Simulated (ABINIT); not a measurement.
# BN (P6_3mc) in ABINIT: reference runs

How does BN come out in PBE? The cell is run as given and disturbed.

All numbers are computed with ABINIT 10.8.3 (patched build); they aren't measurements. Logs are shortened: lines on timing, memory, paths and dates and some standing lists are left out, and cuts for length are marked. The log counts tension as positive stress, the text compression.

### 1 Starting point

The structure is hexagonal, space group P6_3mc (No. 186). Conventional cell: a = 2.554 Å, b = 2.554 Å, c = 4.227 Å, α = 90.00°, β = 90.00°, γ = 120.00°. N (site symmetry 3m) is surrounded by 4 B at 1.57 to 1.58 Å. B (site symmetry 3m) is surrounded by 4 N at 1.57 to 1.58 Å.

Measurements of this composition are mostly on another form, of space group No. 194.

### 2 Single point, PBE

Input file run.abi:

```
# Pseudopotentials
pp_dirpath "./"
pseudos "N.GGA_PBE-JTH.xml, B.GGA_PBE-JTH.xml"

# Structure
acell 3*1.0
rprim
     4.8262463860     0.0000000000     0.0000000000
    -2.4131231931     4.1796519752     0.0000000000
     0.0000000000     0.0000000000     7.9875983185
ntypat 2
znucl 7 5
natom 4
typat 1 1 2 2
xred
     0.3333333333     0.6666666667     0.1252760000
     0.6666666667     0.3333333333     0.6252760000
     0.3333333333     0.6666666667     0.4997240000
     0.6666666667     0.3333333333     0.9997240000

# Plane-wave basis
ecut 25.0
pawecutdg 47.0

# k points
kptopt 1
ngkpt 12 12 6
nshiftk 1
shiftk 0.0 0.0 0.0

# Exchange and correlation
ixc 11

# Bands and occupations
nband 12
occopt 3
tsmear 0.05 eV

# SCF cycle
nstep 100
tolvrs 1.0e-9

# Output
iomode 3
prtwf 0
prtden 0
prteig 0
prtebands 0
enunit 1
```

Potentials or basis: JTH PAW PBE v2.0.

Launch:

```console
$ abinit run.abi > log 2>&1
```

run.abo:

```text
.Version 10.8.3 of ABINIT
 Symmetries : space group P6_3 m c (#186); Bravais hP (primitive hexag.)
================================================================================
 Values of the parameters that define the memory need of the present run
     intxc =       0    ionmov =       0      iscf =      17    lmnmax =       8
     lnmax =       4     mgfft =      36  mpssoang =       2    mqgrid =    3001
     natom =       4  nloc_mem =       2    nspden =       1   nspinor =       1
    nsppol =       1      nsym =      12    n1xccc =       1    ntypat =       2
    occopt =       3   xclevel =       2
       mpw =         996          nfft =       20736          nkpt =          76
 PAW method is used; the additional fine FFT grid is defined by:
   mgfftf=        50    nfftf =     45000
================================================================================
================================================================================

--------------------------------------------------------------------------------
------------- Echo of variables that govern the present computation ------------
--------------------------------------------------------------------------------
 -outvars: echo values of preprocessed input variables --------
            acell      1.0000000000E+00  1.0000000000E+00  1.0000000000E+00 Bohr
              amu      1.40067400E+01  1.08110000E+01
             ecut      2.50000000E+01 Hartree
           enunit           1
                       outvar_i_n : Printing only first  50 k-points.
              ixc          11
                       outvar_i_n : Printing only first  50 k-points.
         kptrlatt       12    0    0      0   12    0      0    0    6
          kptrlen      4.79255899E+01
            natom           4
            nband          12
            ngfft          24      24      36
          ngfftdg          30      30      50
             nkpt          76
            nstep         100
             nsym          12
           ntypat           2
                       prtocc : prtvol=0, do not print more k-points.
           occopt           3
        pawecutdg      4.70000000E+01 Hartree
         pawxcdev           0
           prtden           0
        prtebands           0
           prteig           0
            prtwf           0
            rprim      4.8262463860E+00  0.0000000000E+00  0.0000000000E+00
                      -2.4131231931E+00  4.1796519752E+00  0.0000000000E+00
                       0.0000000000E+00  0.0000000000E+00  7.9875983185E+00
          spgroup         186
           tolvrs      1.00000000E-09
           tsmear      1.83746611E-03 Hartree
            typat      1  1  2  2
           useylm           1
                       outvars : Printing only first  50 k-points.
           xangst     -3.5278521504E-11  1.4745177155E+00  5.2952348662E-01
                       1.2769698000E+00  7.3725885776E-01  2.6429509852E+00
                      -3.5278521504E-11  1.4745177155E+00  2.1122608866E+00
                       1.2769698000E+00  7.3725885776E-01  4.2256883852E+00
            xcart     -6.6666743769E-11  2.7864346501E+00  1.0006543669E+00
                       2.4131231930E+00  1.3932173251E+00  4.9944535262E+00
                      -6.6666743769E-11  2.7864346501E+00  3.9915945821E+00
                       2.4131231930E+00  1.3932173251E+00  7.9853937414E+00
             xred      3.3333333333E-01  6.6666666667E-01  1.2527600000E-01
                       6.6666666667E-01  3.3333333333E-01  6.2527600000E-01
                       3.3333333333E-01  6.6666666667E-01  4.9972400000E-01
                       6.6666666667E-01  3.3333333333E-01  9.9972400000E-01
            znucl        7.00000    5.00000

================================================================================

 chkinp: Checking input parameters for consistency.

================================================================================
== DATASET  1 ==================================================================

--- !DatasetInfo
iteration_state: {dtset: 1, }
dimensions: {natom: 4, nkpt: 76, mband: 12, nsppol: 1, nspinor: 1, nspden: 1, mpw: 996, }
cutoff_energies: {ecut:  25.0, pawecutdg:  47.0, }
electrons: {nelect:   1.60000000E+01, charge:   0.00000000E+00, occopt:   3.00000000E+00, tsmear:   1.83746611E-03, }
meta: {optdriver: 0, ionmov: 0, optcell: 0, iscf: 17, paral_kgb: 0, }
...

 Exchange-correlation functional for the present dataset will be:
  GGA: Perdew-Burke-Ernzerhof functional - ixc=11
  J.P.Perdew, K.Burke, M.Ernzerhof, PRL 77, 3865 (1996)

 Real(R)+Recip(G) space primitive vectors, cartesian coordinates (Bohr,Bohr^-1):
 R(1)=  4.8262464  0.0000000  0.0000000  G(1)=  0.2072004  0.1196272  0.0000000
[... 78 lines left out ...]
- [  0.00000000E+00,   0.00000000E+00,   2.98008409E-05, ]
pressure_GPa:  -3.6391E-01
xred      :
- [  3.3333E-01,   6.6667E-01,   1.2528E-01,  N]
- [  6.6667E-01,   3.3333E-01,   6.2528E-01,  N]
- [  3.3333E-01,   6.6667E-01,   4.9972E-01,  B]
- [  6.6667E-01,   3.3333E-01,   9.9972E-01,  B]
cartesian_forces: # hartree/bohr
- [ -4.18437799E-29,   8.85812313E-29,  -2.68321146E-04, ]
- [  1.39479266E-29,  -2.01320980E-28,  -2.68321146E-04, ]
- [  1.39479266E-29,  -2.01320980E-28,   2.68321146E-04, ]
- [  1.39479266E-29,   3.14060729E-28,   2.68321146E-04, ]
force_length_stats: {min:   2.68321146E-04, max:   2.68321146E-04, mean:   2.68321146E-04, }
...

 Integrated electronic density in atomic spheres:
 ------------------------------------------------
 Atom  Sphere_radius  Integrated_density
    1        1.20497          2.67684130
    2        1.20497          2.67684130
    3        1.70617          2.07615316
    4        1.70617          2.07615316

================================================================================

 ----iterations are completed or convergence reached----

 Mean square residual over all n,k,spin=   47.213E-08; max=  10.196E-05
 reduced coordinates (array xred) for    4 atoms
       0.333333333333      0.666666666667      0.125276000000
       0.666666666667      0.333333333333      0.625276000000
       0.333333333333      0.666666666667      0.499724000000
       0.666666666667      0.333333333333      0.999724000000
 rms dE/dt=  1.2415E-03; max dE/dt=  1.9687E-03; dE/dt below (all hartree)
    1       0.000000000000     -0.000000000000      0.001968734856
    2       0.000000000000      0.000000000000      0.001968734856
    3       0.000000000000      0.000000000000     -0.002317748220
    4       0.000000000000     -0.000000000000     -0.002317748220

 cartesian coordinates (angstrom) at end:
    1     -0.00000000003528     1.47451771552070     0.52952348662043
    2      1.27696979995313     0.73725885776035     2.64295098518532
    3     -0.00000000003528     1.47451771552070     2.11226088658568
    4      1.27696979995313     0.73725885776035     4.22568838515057

 cartesian forces (hartree/bohr) at end:
    1     -0.00000000000000     0.00000000000000    -0.00026832114639
    2      0.00000000000000    -0.00000000000000    -0.00026832114639
    3      0.00000000000000    -0.00000000000000     0.00026832114639
    4      0.00000000000000     0.00000000000000     0.00026832114639
 frms,max,avg= 1.5491529E-04 2.6832115E-04   0.000E+00  0.000E+00  2.185E-05 h/b

 cartesian forces (eV/Angstrom) at end:
    1     -0.00000000000000     0.00000000000000    -0.01379762810453
    2      0.00000000000000    -0.00000000000000    -0.01379762810453
    3      0.00000000000000    -0.00000000000000     0.01379762810453
    4      0.00000000000000     0.00000000000000     0.01379762810453
 frms,max,avg= 7.9660643E-03 1.3797628E-02   0.000E+00  0.000E+00  1.123E-03 e/A
 length scales=  1.000000000000  1.000000000000  1.000000000000 bohr
              =  0.529177210544  0.529177210544  0.529177210544 angstroms
 Fermi (or HOMO) energy (eV) =  10.10448   Average Vxc (eV)= -12.75090
 Eigenvalues (   eV  ) for nkpt=  76  k points:
 kpt#   1, nband= 12, wtk=  0.00116, kpt=  0.0000  0.0000  0.0000 (reduced coord)
 -11.60492   -7.50394   -2.14037    6.59356    6.59356    8.42015    8.69565    8.69565
  17.01344   17.01344   17.20877   18.09339
 prteigrs : prtvol=0 or 1, do not print more k-points.

--- !EnergyTerms
iteration_state     : {dtset: 1, }
comment             : Components of total free energy in Hartree
kinetic             :  1.58555042014748E+01
hartree             :  3.67251301847358E+00
xc                  : -7.81623328321652E+00
Ewald energy        : -2.62144470735786E+01
psp_core            :  1.44750279601477E+00
local_psp           : -1.56698757565504E+01
PAW spherical_terms :  2.77040467586387E+00
internal            : -2.59546314215185E+01
'-kT*entropy'       :  1.13379419758387E-15
total_energy        : -2.59546314215185E+01
total_energy_eV     : -7.06261500483015E+02
...

--- !EnergyTermsDC
iteration_state     : {dtset: 1, }
comment             : '"Double-counting" decomposition of free energy'
band_energy         :  4.17123152484186E-01
Ewald energy        : -2.62144470735786E+01
psp_core            :  1.44750279601477E+00
xc_dc               : -2.07854077441107E+00
PAW spherical_terms :  4.73728900637173E-01
internal            : -2.59546329988536E+01
'-kT*entropy'       :  1.13379419758387E-15
total_energy_dc     : -2.59546329988536E+01
total_energy_dc_eV  : -7.06261543404489E+02
...

--- !EnergyTermsWithPAWCore
iteration_state     : {dtset: 1, }
comment             : 'Components of total free energy, including PAW core contributions'
Total energy        : -1.59392139260819E+02
Total energy DC     : -1.59392140838154E+02
Total energy (eV)   : -4.33728106599935E+03
Total energy DC (eV): -4.33728110892082E+03
...

 Cartesian components of stress tensor (hartree/bohr^3)
  sigma(1 1)=  3.65322698E-06  sigma(3 2)=  0.00000000E+00
  sigma(2 2)=  3.65322698E-06  sigma(3 1)=  0.00000000E+00
  sigma(3 3)=  2.98008409E-05  sigma(2 1)=  2.15025009E-13

-Cartesian components of stress tensor (GPa)         [Pressure= -3.6391E-01 GPa]
- sigma(1 1)=  1.07481649E-01  sigma(3 2)=  0.00000000E+00
- sigma(2 2)=  1.07481648E-01  sigma(3 1)=  0.00000000E+00
- sigma(3 3)=  8.76771008E-01  sigma(2 1)=  6.32625419E-09

== END DATASET(S) ==============================================================
================================================================================

 -outvars: echo values of variables after computation  --------
            acell      1.0000000000E+00  1.0000000000E+00  1.0000000000E+00 Bohr
           etotal     -2.5954632999E+01
            fcart     -4.1843779945E-29  8.8581231255E-29 -2.6832114639E-04
                       1.3947926648E-29 -2.0132098013E-28 -2.6832114639E-04
                       1.3947926648E-29 -2.0132098013E-28  2.6832114639E-04
                       1.3947926648E-29  3.1406072900E-28  2.6832114639E-04
            rprim      4.8262463860E+00  0.0000000000E+00  0.0000000000E+00
                      -2.4131231931E+00  4.1796519752E+00  0.0000000000E+00
                       0.0000000000E+00  0.0000000000E+00  7.9875983185E+00
           strten      3.6532269819E-06  3.6532269769E-06  2.9800840851E-05
                       0.0000000000E+00  0.0000000000E+00  2.1502500933E-13
           xangst     -3.5278521504E-11  1.4745177155E+00  5.2952348662E-01
                       1.2769698000E+00  7.3725885776E-01  2.6429509852E+00
                      -3.5278521504E-11  1.4745177155E+00  2.1122608866E+00
                       1.2769698000E+00  7.3725885776E-01  4.2256883852E+00
             xred      3.3333333333E-01  6.6666666667E-01  1.2527600000E-01
                       6.6666666667E-01  3.3333333333E-01  6.2527600000E-01
                       3.3333333333E-01  6.6666666667E-01  4.9972400000E-01
                       6.6666666667E-01  3.3333333333E-01  9.9972400000E-01
 Calculation completed.
```

Run time: 22 s. Hardware: 1 thread of Intel Xeon Platinum 8488C (Sapphire Rapids), shared host; peak memory 0.11 GiB.

What came out:

```yaml
Free_energy: -706.2615 eV
Largest_force: 0.014 eV/Å
Band_gap_on_the_k_mesh: 5.19 eV, indirect (least direct gap 8.22 eV)
Valence_electrons_inside_the_program's_atomic_spheres: N 2.68; B 2.08
```

Forces in eV/Å, atoms in the order of the input:
```
N    0.000  0.000 -0.014
N    0.000  0.000 -0.014
B    0.000  0.000  0.014
B    0.000  0.000  0.014
```

Caveat: the cutoff is too short for stress, so the log's stress isn't used. A k mesh can miss the band edges.

### 3 Single point, PBE

Input file run.py:

```python
import json, os
import numpy as np
from ase.units import GPa
from ase.calculators.abinit import Abinit, AbinitProfile
from ase import Atoms

atoms = Atoms(['N', 'N', 'B', 'B'],
              cell=[[2.5539396017, 0.0, 0.0], [-1.2769698009, 2.2117765748, 0.0], [0.0, 0.0, 4.226855]],
              scaled_positions=[[0.3333333333, 0.6666666667, 0.125276], [0.6666666667, 0.3333333333, 0.625276], [0.3333333333, 0.6666666667, 0.499724], [0.6666666667, 0.3333333333, 0.999724]],
              pbc=True)

profile = AbinitProfile(command='abinit', pp_paths=[os.path.abspath('pseudos')])
params = dict(
    pps='pawxml', xc='PBE',
    ecut=680.2847,
    pawecutdg=1278.9352,
    kptopt=1,
    ngkpt=[12, 12, 6],
    nshiftk=1,
    shiftk=[0.0, 0.0, 0.0],
    ixc=11,
    nband=12,
    occopt=3,
    tsmear=0.05,
    nstep=100,
    tolvrs=1e-09,
    prtwf=0,
    prtden=0,
)

atoms.calc = Abinit(profile=profile, directory='run', **params)
energy = atoms.get_potential_energy()
forces = atoms.get_forces()
stress = atoms.get_stress()
print(f'energy {energy:.6f} eV')
print('forces (eV/A)')
print(np.round(forces, 5))
print('stress (GPa, Voigt, tension positive)', np.round(stress / GPa, 4))
json.dump(dict(energy=energy, forces=forces.tolist(), stress=stress.tolist(), cell=atoms.cell.tolist(), frac=atoms.get_scaled_positions(wrap=False).tolist()), open('results.json', 'w'))
```

Potentials or basis: JTH PAW PBE v2.0.

Launch:

```console
$ python run.py
```

It took 27 s on 1 thread of Intel Xeon Platinum 8488C (Sapphire Rapids), shared host; peak memory 0.11 GiB.

It converged, with:

| Item | Value |
| --- | --- |
| Free energy | -706.2615 eV |
| Largest force | 0.014 eV/Å |
| Band gap on the k mesh | 5.19 eV, indirect (least direct gap 8.22 eV) |
| Valence electrons inside the program's atomic spheres | N 2.68; B 2.08 |

Forces on the atoms (eV/Å):
```
N    0.000  0.000 -0.014
N    0.000  0.000 -0.014
B    0.000  0.000  0.014
B    0.000  0.000  0.014
```

Levels at points of the mesh, in eV from the valence-band top:
| k point | band 5 | band 6 | band 7 | band 8 | band 9 | band 10 | band 11 | band 12 |
| --- | --- | --- | --- | --- | --- | --- | --- | --- |
| (0.00, 0.00, 0.00) | -2.10 | -0.28 | 0.00 | 0.00 | 8.32 | 8.32 | 8.51 | 9.40 |
| (0.50, 0.00, 0.00) | -6.86 | -4.94 | -4.37 | -2.10 | 6.67 | 7.93 | 10.54 | 11.37 |
| (0.00, 0.00, 0.50) | -1.16 | -1.16 | -1.16 | -1.16 | 9.39 | 9.39 | 9.86 | 9.86 |
| (0.50, 0.00, 0.50) | -3.73 | -3.73 | -3.55 | -3.55 | 6.54 | 6.54 | 9.95 | 9.95 |

Caveat: the cutoff is too short for stress, so the log's stress isn't used. A k mesh can miss the band edges.

(Part 1 of 2 ends here.)
